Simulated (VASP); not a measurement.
# CdGeAs2 (I-42d) in VASP: a series of runs

The runs below take CdGeAs2 through relaxation of cell and atoms, with PBE+D3(BJ), PBE, LDA.

All numbers are computed with VASP 6.6.1; they aren't measurements. Logs are shortened: lines on timing, memory, paths and dates and some standing lists are left out, and cuts for length are marked.

## (1) The structure

Symmetry: I-42d, No. 122, tetragonal system. Conventional cell: a = 5.978 Å, b = 5.978 Å, c = 11.329 Å, α = 90.00°, β = 90.00°, γ = 90.00°. Around Cd (site symmetry -4) lie 4 As at 2.65 Å. As (site symmetry 2) has 2 Ge at 2.45 Å and 2 Cd at 2.65 Å as nearest neighbours. Ge (site symmetry -4) is surrounded by 4 As at 2.45 Å.

The cell is a database's computed one.

## (2) Relaxation of cell and atoms, PBE+D3(BJ)

The input, INCAR:

```
PREC     = Accurate       # precision mode
ENCUT    = 600            # plane-wave cutoff, eV
EDIFF    = 1E-6           # SCF threshold, eV
ISMEAR   = 0              # smearing method
SIGMA    = 0.02           # smearing width, eV
LREAL    = F              # projectors in reciprocal space
LASPH    = T              # aspherical terms in the spheres
NELM     = 80             # most SCF steps
ALGO     = Normal         # electronic algorithm
ISIF     = 3              # what is computed and relaxed
LWAVE    = F              # write WAVECAR
LCHARG   = F              # write CHGCAR
GGA      = PE             # functional
IVDW     = 12             # dispersion correction
IBRION   = 2              # ionic algorithm
NSW      = 60             # ionic steps
EDIFFG   = -0.02          # ionic threshold
KPAR     = 4
```

The input, KPOINTS:

```
Automatic mesh
0
Gamma
  6 6 6
```

The input, POSCAR:

```
CdGeAs2
1.0
   -2.9888745628      2.9888745628      5.6642966801
    2.9888745628     -2.9888745628      5.6642966801
    2.9888745628      2.9888745628     -5.6642966801
Cd As Ge
2 4 2
Direct
    0.5000000000      0.5000000000      0.0000000000
    0.2500000000      0.7500000000      0.5000000000
    0.0962175700      0.1250000000      0.4712175700
    0.3750000000      0.9037824300      0.0287824300
    0.6537824300      0.6250000000      0.5287824300
    0.8750000000      0.3462175700      0.9712175700
    0.7500000000      0.2500000000      0.5000000000
    0.0000000000      0.0000000000      0.0000000000
```

Potentials or basis: VASP PAW PBE potentials, release 64 (Cd, As, Ge_d).

Command:

```bash
> cat potpaw_PBE.64/Cd/POTCAR potpaw_PBE.64/As/POTCAR potpaw_PBE.64/Ge_d/POTCAR > POTCAR
> mpirun -np 4 vasp_std > vasp.out
```

OUTCAR:

```text
PREC = Accurate
   ENCUT = 600
   EDIFF = 1E-6
   ISMEAR = 0
   LREAL = F
   LASPH = T
   NELM = 80
   ISIF = 3
   GGA = PE
   IVDW = 12
   IBRION = 2
   NSW = 60
   EDIFFG = -0.02
 IVDW          = 12

 ion  position               nearest neighbor table
   1  0.500  0.500  0.000-   5 2.65   4 2.65   6 2.65   3 2.65
   2  0.250  0.750  0.500-   4 2.65   3 2.65   5 2.65   6 2.65
   3  0.096  0.125  0.471-   7 2.45   8 2.45   1 2.65   2 2.65
   4  0.375  0.904  0.029-   7 2.45   8 2.45   1 2.65   2 2.65
   5  0.654  0.625  0.529-   8 2.45   7 2.45   2 2.65   1 2.65
   6  0.875  0.346  0.971-   7 2.45   8 2.45   2 2.65   1 2.65
   7  0.750  0.250  0.500-   4 2.45   3 2.45   5 2.45   6 2.45
   8  0.000  0.000  0.000-   5 2.45   4 2.45   3 2.45   6 2.45

  LATTYP: Found a body centered tetragonal cell.
 ALAT       =     5.9777491256
 C/A-ratio  =     1.8951269319

  Lattice vectors:

 A1 = (  -2.9888745628,   2.9888745628,   5.6642966801)
 A2 = (   2.9888745628,  -2.9888745628,   5.6642966801)
 A3 = (   2.9888745628,   2.9888745628,  -5.6642966801)

Analysis of symmetry for initial positions (statically):
=====================================================================
 Subroutine PRICEL returns:
 Original cell was already a primitive cell.

 Routine SETGRP: Setting up the symmetry group for a
 body centered tetragonal supercell.

 Subroutine GETGRP returns: Found  8 space group operations
 (whereof  4 operations were pure point group operations)
 out of a pool of 16 trial point group operations.

The static configuration has the point symmetry S_4 .
 The point group associated with its full space group is D_2d.

Analysis of symmetry for dynamics (positions and initial velocities):
=====================================================================
 Subroutine PRICEL returns:
 Original cell was already a primitive cell.

 Routine SETGRP: Setting up the symmetry group for a
 body centered tetragonal supercell.

 Subroutine GETGRP returns: Found  8 space group operations
 (whereof  4 operations were pure point group operations)
 out of a pool of 16 trial point group operations.

The dynamic configuration has the point symmetry S_4 .
 The point group associated with its full space group is D_2d.

 Subroutine INISYM returns: Found  8 space group operations
 (whereof  4 operations are pure point group operations),
 and found     1 'primitive' translations

----------------------------------------------------------------------------------------

                                     Primitive cell

  volume of cell :     202.4051

  direct lattice vectors                    reciprocal lattice vectors
    -2.988874563  2.988874563  5.664296680     0.000000000  0.167287047  0.088272212
     2.988874563 -2.988874563  5.664296680     0.167287047  0.000000000  0.088272212
     2.988874563  2.988874563 -5.664296680     0.167287047  0.167287047  0.000000000

  length of vectors
     7.067602082  7.067602082  7.067602082     0.189147931  0.189147931  0.236579611

  position of ions in fractional coordinates (direct lattice)
     0.500000000  0.500000000  0.000000000
     0.250000000  0.750000000  0.500000000
     0.096217570  0.125000000  0.471217570
     0.375000000  0.903782430  0.028782430
     0.653782430  0.625000000  0.528782430
     0.875000000  0.346217570  0.971217570
     0.750000000  0.250000000  0.500000000
     0.000000000  0.000000000  0.000000000

  ion indices of the primitive-cell ions
   primitive index   ion index
                 1           1
                 2           2
                 3           3
                 4           4
                 5           5
                 6           6
                 7           7
                 8           8

----------------------------------------------------------------------------------------

 KPOINTS: Automatic mesh

Automatic generation of k-mesh.
 Grid dimensions read from file:
 generate k-points for:    6    6    6

 Generating k-lattice:

  Cartesian coordinates                     Fractional coordinates (reciprocal lattice)
     0.000000000  0.027881175  0.014712035     0.166666667  0.000000000  0.000000000
     0.027881175  0.000000000  0.014712035     0.000000000  0.166666667  0.000000000
     0.027881175  0.027881175  0.000000000     0.000000000  0.000000000  0.166666667

  Length of vectors
     0.031524655  0.031524655  0.039429935

  Shift w.r.t. Gamma in fractional coordinates (k-lattice)
     0.000000000  0.000000000  0.000000000

 Subroutine IBZKPT returns following result:
 ===========================================

 Found     30 irreducible k-points:

 Following reciprocal coordinates:
            Coordinates               Weight
  0.000000  0.000000  0.000000      1.000000
  0.166667 -0.000000  0.000000      8.000000
  0.333333 -0.000000  0.000000      8.000000
  0.500000 -0.000000  0.000000      4.000000
  0.166667  0.166667  0.000000      8.000000
  0.333333  0.166667  0.000000     16.000000
[... 16 lines left out ...]
 -0.333333 -0.333333  0.166667      8.000000
 -0.166667 -0.333333  0.166667      8.000000
 [... further k-points ...]
   k-points           NKPTS =     30   k-points in BZ     NKDIM =     30   number of bands    NBANDS=     43
   number of dos      NEDOS =    301   number of ions     NIONS =      8
   total plane-waves  NPLWV = 175616
   dimension x,y,z NGX =    56 NGY =   56 NGZ =   56
   dimension x,y,z NGXF=   112 NGYF=  112 NGZF=  112
   ions per type =               2   4   2
   NGX,Y,Z   is equivalent  to a cutoff of  13.17, 13.17, 13.17 a.u.
   NGXF,Y,Z  is equivalent  to a cutoff of  26.34, 26.34, 26.34 a.u.
 SYSTEM =  unknown system
   PREC   = accura    normal or accurate (medium, high low for compatibility)
   ISTART =      0    job   : 0-new  1-cont  2-samecut
   ICHARG =      2    charge: 1-file 2-atom 10-const
   ISPIN  =      1    spin polarized calculation?
   LNONCOLLINEAR =      F non collinear calculations
   LSORBIT =      F    spin-orbit coupling
   LASPH  =      T    aspherical Exc in radial PAW
   ENCUT  =  600.0 eV  44.10 Ry    6.64 a.u.  14.12 14.12 14.12*2*pi/ulx,y,z
   NELM   =     80;   NELMIN=  2; NELMDL= -5     # of ELM steps
   EDIFF  = 0.1E-05   stopping-criterion for ELM
   LREAL  =      F    real-space projection
   EDIFFG = -.2E-01   stopping-criterion for IOM
   NSW    =     60    number of steps for IOM
   IBRION =      2    ionic relax: 0-MD 1-quasi-New 2-CG
   NFREE  =      1    steps in history (QN), initial steepest desc. (CG)
   ISIF   =      3    stress and relaxation
   ISYM   =      2    0-nonsym 1-usesym 2-fastsym
   POTIM  = 0.5000    time-step for ionic-motion
   TEBEG  =    0.0;   TEEND  =   0.0 temperature during run
   PSTRESS=    0.0 pullay stress
   NELECT =      72.0000    total number of electrons
   NUPDOWN=      -1.0000    fix difference up-down
   EMIN   =  10.00;   EMAX   =-10.00  energy-range for DOS
   EFERMI =   0.00;   METHOD = LEGACY
   ISMEAR =     0;   SIGMA  =   0.02  broadening in eV -4-tet -1-fermi 0-gaus
   EFERMI_NEDOS =   21; number of points for ismear=-14 and -15
   IALGO  =     38    algorithm
   IMIX   =      4    mixing-type and parameters
     AMIX     =   0.40;   BMIX     =  1.00
     AMIX_MAG =   1.60;   BMIX_MAG =  1.00
  volume/ion in A,a.u.               =      25.30       170.74
  Fermi-wavevector in a.u.,A,eV,Ry     =   1.159966  2.192018 18.306922  1.345521
  Thomas-Fermi vector in A             =   2.296553
   LORBIT       =      0    0 simple, 1 ext, 2 COOP (PROOUT), +10 PAW based schemes
   GGA     = PE    functional components
   LHFCALC =     F    Hartree Fock is set to
   AEXX    =    0.0000 exact exchange contribution
   IVDW    =    12    specifies the selected vdW correction
   LEPSILON=     F    determine dielectric tensor
   LRPA    =     F    only Hartree local field effects (RPA)
 conjugate gradient relaxation of ions
 non-spin polarized calculation
 Gauss-broadening in eV      SIGMA  =   0.02
  energy-cutoff  :      600.00
  volume of cell :      202.41
 maximum number of plane-waves:      6782
   NGX = 29   NGY = 29   NGZ = 29

--------------------------------------- Ionic step        1  -------------------------------------------

 number of electron      71.9999996 magnetization

 Free energy of the ion-electron system (eV)
  ---------------------------------------------------
  ext. energy  EPLUGINS =         0.00000000
  ---------------------------------------------------
  free energy    TOTEN  =       -29.90102037 eV

  energy without entropy =      -29.90102037  energy(sigma->0) =      -29.90102037

------------------------ aborting loop because EDIFF is reached ----------------------------------------

 Edisp (eV)   -2.67798

 E8    (eV) :    -1.1637

  FORCE on cell =-STRESS in cart. coord.  units (eV):
  Direction    XX          YY          ZZ          XY          YZ          ZX
  --------------------------------------------------------------------------------------
  -------------------------------------------------------------------------------------
  Total       0.08975     0.08975    -0.08437     0.00000     0.00000     0.00000
  in kB       0.71043     0.71043    -0.66786     0.00000     0.00000     0.00000
  external pressure =        0.25 kB  Pullay stress =        0.00 kB
[... 73 lines left out ...]
  energy  without entropy=      -32.5817189841  energy(sigma->0) =      -32.58171898

--------------------------------------- Ionic step        3  -------------------------------------------

 number of electron      71.9999994 magnetization

 Free energy of the ion-electron system (eV)
  ---------------------------------------------------
  ext. energy  EPLUGINS =         0.00000000
  ---------------------------------------------------
  free energy    TOTEN  =       -29.90814268 eV

  energy without entropy =      -29.90814268  energy(sigma->0) =      -29.90814268

 E-fermi :   2.9657     XC(G=0):  -9.3086

 val. band max:        2.8549432736   @ k =   0.1667  -0.0000   0.0000
 cond. band min:       3.0501660261   @ k =   0.0000   0.0000   0.0000
 fundamental gap:      0.1952227525
 Fermi energy:         2.9657110067

 k-point     1 :       0.0000    0.0000    0.0000
  band No.  band energies     occupation
      1     -21.9220      2.00000
      2     -21.9220      2.00000
      3     -21.9218      2.00000
      4     -21.9179      2.00000
      5     -21.9154      2.00000
      6     -21.9154      2.00000
[... 1093 lines left out ...]
     42       5.9868      0.00000
     43       6.4954      0.00000

 [... further k-points ...]

------------------------ aborting loop because EDIFF is reached ----------------------------------------

 Edisp (eV)   -2.67453

 E8    (eV) :    -1.1622

  FORCE on cell =-STRESS in cart. coord.  units (eV):
  Direction    XX          YY          ZZ          XY          YZ          ZX
  --------------------------------------------------------------------------------------
  -------------------------------------------------------------------------------------
  Total      -0.12810    -0.12810    -0.10666     0.00000     0.00000     0.00000
  in kB      -1.01282    -1.01282    -0.84329     0.00000     0.00000     0.00000
  external pressure =       -0.96 kB  Pullay stress =        0.00 kB
[... 23 lines left out ...]
  FREE ENERGIE OF THE ION-ELECTRON SYSTEM (eV)
  ---------------------------------------------------
  free  energy   TOTEN  =       -32.5826737153 eV

  energy  without entropy=      -32.5826737153  energy(sigma->0) =      -32.58267372

 reached required accuracy - stopping structural energy minimisation
```

It took 2.8 min on 4 MPI ranks of Intel Xeon 6975P-C (Granite Rapids), shared host; peak memory 0.65 GiB.

What came out:

- Free energy: -32.5827 eV
- Relaxed volume: 25.33 Å³/atom
- Relaxed cell: a = 7.066 Å, b = 7.066 Å, c = 7.066 Å, α = 129.89°, β = 129.89°, γ = 73.58°
- Space group after relaxing (to 0.05 Å): I-42d (No. 122)
- Energy gained by relaxing: 0.5 meV/atom
- Ionic steps: 3
- Pressure after relaxing: -0.1 GPa
- Largest force after relaxing: 0.004 eV/Å
- Band gap on the k mesh: 0.20 eV, indirect (least direct gap 0.23 eV)
- Dispersion energy per atom: -0.334 eV

Forces in eV/Å, atoms in the order of the input:
```
Cd   0.000  0.000  0.000
Cd   0.000  0.000  0.000
As   0.000  0.004  0.000
As  -0.004  0.000  0.000
As   0.000 -0.004  0.000
As   0.004  0.000  0.000
Ge   0.000  0.000  0.000
Ge   0.000  0.000  0.000
```

The path:
```
step  energy change (eV)  largest force (eV/Å)  pressure (GPa)  volume (Å³)
   1              0.0000                0.1341            0.03       202.41
   2             -0.0027                0.0700           -0.04       202.52
   3             -0.0037                0.0038           -0.10       202.64
```

Final structure:
```yaml
crystal:
  lattice:
    - [-2.99217, 2.99217, 5.65843]
    - [2.99217, -2.99217, 5.65843]
    - [2.99217, 2.99217, -5.65843]
  atoms:
    - { symbol: Cd, position: [0.50000, 0.50000, 0.00000] }
    - { symbol: Cd, position: [0.25000, 0.75000, 0.50000] }
    - { symbol: As, position: [0.09842, 0.12500, 0.47342] }
    - { symbol: As, position: [0.37500, 0.90158, 0.02658] }
    - { symbol: As, position: [0.65158, 0.62500, 0.52658] }
    - { symbol: As, position: [0.87500, 0.34842, 0.97342] }
    - { symbol: Ge, position: [0.75000, 0.25000, 0.50000] }
    - { symbol: Ge, position: [0.00000, 0.00000, 0.00000] }
```

Levels at points of the mesh, in eV from the valence-band top:
```tsv
k point	band 33	band 34	band 35	band 36	band 37	band 38	band 39	band 40
(0.00, 0.00, 0.00)	-2.04	-0.13	-0.04	-0.04	0.20	1.43	1.81	3.00
(0.50, 0.00, 0.00)	-2.00	-1.42	-1.15	-0.56	1.88	2.12	2.75	3.53
(0.50, 0.50, 0.00)	-0.99	-0.99	-0.48	-0.48	0.76	0.76	2.54	2.54
(0.50, 0.50, 0.50)	-1.74	-1.74	-0.90	-0.90	1.48	1.48	1.74	1.74
```

A k mesh can miss the band edges.

## (3) Relaxation of cell and atoms, PBE

The input, INCAR:

```
SYSTEM = CdGeAs2
PREC = Accurate ; ENCUT = 600
EDIFF = 1E-6 ; ISMEAR = 0
SIGMA = 0.02 ; LREAL = .False.
LASPH = .True. ; NELM = 60
ALGO = Fast ; ISIF = 3
LWAVE = .False. ; LCHARG = .False.
GGA = PE ; IBRION = 2
NSW = 40 ; EDIFFG = -0.005
KPAR = 4
```

The input, KPOINTS:

```
regular mesh
0
Gamma
  6 6 6
  0 0 0
```

POSCAR is that of step 2.

Potentials or basis: VASP PAW PBE potentials, release 64 (Cd, As, Ge_d).

Command:

```bash
> cat potpaw_PBE.64/Cd/POTCAR potpaw_PBE.64/As/POTCAR potpaw_PBE.64/Ge_d/POTCAR > POTCAR
> mpirun -np 4 vasp_std > vasp.out
```

It took 6.1 min on 4 MPI ranks of Intel Xeon 6975P-C (Granite Rapids), shared host; peak memory 0.66 GiB.

The run converged. Its results:

| Property | Result |
| --- | --- |
| Free energy | -29.9633 eV |
| Relaxed volume | 26.34 Å³/atom |
| Relaxed cell | a = 7.166 Å, b = 7.166 Å, c = 7.166 Å, α = 130.00°, β = 130.00°, γ = 73.40° |
| Space group after relaxing (to 0.05 Å) | I-42d (No. 122) |
| Energy gained by relaxing | 7.8 meV/atom |
| Ionic steps | 7 |
| Pressure after relaxing | 0.0 GPa |
| Band gap on the k mesh | 0.18 eV, indirect (least direct gap 0.21 eV) |

The path:
| step | energy change (eV) | largest force (eV/Å) | pressure (GPa) | volume (Å³) |
| --- | --- | --- | --- | --- |
| 1 | 0.0000 | 0.1343 | 2.37 | 202.41 |
| 2 | -0.0560 | 0.0251 | -0.69 | 213.57 |
| 3 | -0.0616 | 0.0494 | -0.02 | 210.84 |
| 4 | -0.0620 | 0.0301 | 0.00 | 210.79 |
| 5 | -0.0623 | 0.0000 | 0.00 | 210.72 |
| 6 | -0.0623 | 0.0028 | 0.00 | 210.71 |
| 7 | -0.0623 | 0.0014 | 0.01 | 210.72 |

Final structure:
```
Cd As Ge
1.0
    -3.02808    3.02808    5.74520
     3.02808   -3.02808    5.74520
     3.02808    3.02808   -5.74520
Cd As Ge
2 4 2
Direct
  0.50000 0.50000 0.00000
  0.25000 0.75000 0.50000
  0.09807 0.12500 0.47307
  0.37500 0.90193 0.02693
  0.65193 0.62500 0.52693
  0.87500 0.34807 0.97307
  0.75000 0.25000 0.50000
  0.00000 0.00000 0.00000
```

Levels at points of the mesh, in eV from the valence-band top:
| k point | band 34 | band 35 | band 36 | band 37 | band 38 | band 39 |
| --- | --- | --- | --- | --- | --- | --- |
| (0.00, 0.00, 0.00) | -0.33 | -0.03 | -0.03 | 0.18 | 1.50 | 1.81 |
| (0.50, 0.00, 0.00) | -1.34 | -1.09 | -0.52 | 1.75 | 2.04 | 2.70 |
| (0.50, 0.50, 0.00) | -0.93 | -0.45 | -0.45 | 0.68 | 0.68 | 2.46 |
| (0.50, 0.50, 0.50) | -1.66 | -0.83 | -0.83 | 1.47 | 1.47 | 1.77 |

A k mesh can miss the band edges.

(Continued in part 2 of 2.)
